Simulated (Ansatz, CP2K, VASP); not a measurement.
# Mg: 7 runs at one level of theory

The starting cell:

```
Mg
1.0
     3.20930    0.00000    0.00000
    -1.60465    2.77934    0.00000
     0.00000    0.00000    5.21030
Mg
2
Cartesian
  1.6047 0.9264 3.9077
  0.0000 1.8529 1.3026
```

Alike in all runs: task relaxation of cell and atoms; functional PBE; k mesh 10 × 10 × 5; occupations fermi-dirac, width 0.05 eV; no spin polarisation; no spin-orbit coupling.

```tsv
program and potentials	plane-wave cutoff (eV)	notes	equilibrium volume (Å³/atom)
CP2K, POTENTIAL_UZH Mg GTH-PBE-q10; TZVP-MOLOPT-PBE-GTH basis	-	atomic basis; 10 valence electrons an atom on average	23.66
VASP, PBE PAW files Mg_sv_GW, 680 eV	680	10 valence electrons an atom on average	22.54
VASP, PBE PAW files Mg_pv, 600 eV	600	8 valence electrons an atom on average	22.67
VASP, PBE PAW files Mg, 580 eV	580	2 valence electrons an atom on average	22.93
VASP, PBE PAW files Mg_GW, 630 eV	630	2 valence electrons an atom on average	22.93
Ansatz, all-electron LAPW, scalar-relativistic	-	-	23.01
VASP, PBE PAW files Mg, 600 eV	600	2 valence electrons an atom on average	22.93
```

The equilibrium volume spans 22.54 (VASP, PBE PAW files Mg_sv_GW, 680 eV) to 23.66 Å³/atom (CP2K, POTENTIAL_UZH Mg GTH-PBE-q10; TZVP-MOLOPT-PBE-GTH basis), with all-electron results at 23.01. Relaxations stop with a little pressure left, so the last digit of a volume isn't settled. Rows in atomic bases carry the error of their basis and grid, which can be large.

The functional is the same throughout but for its coding, so the spread measures potentials, basis and numerics; runs on potential files found faulty are left out.
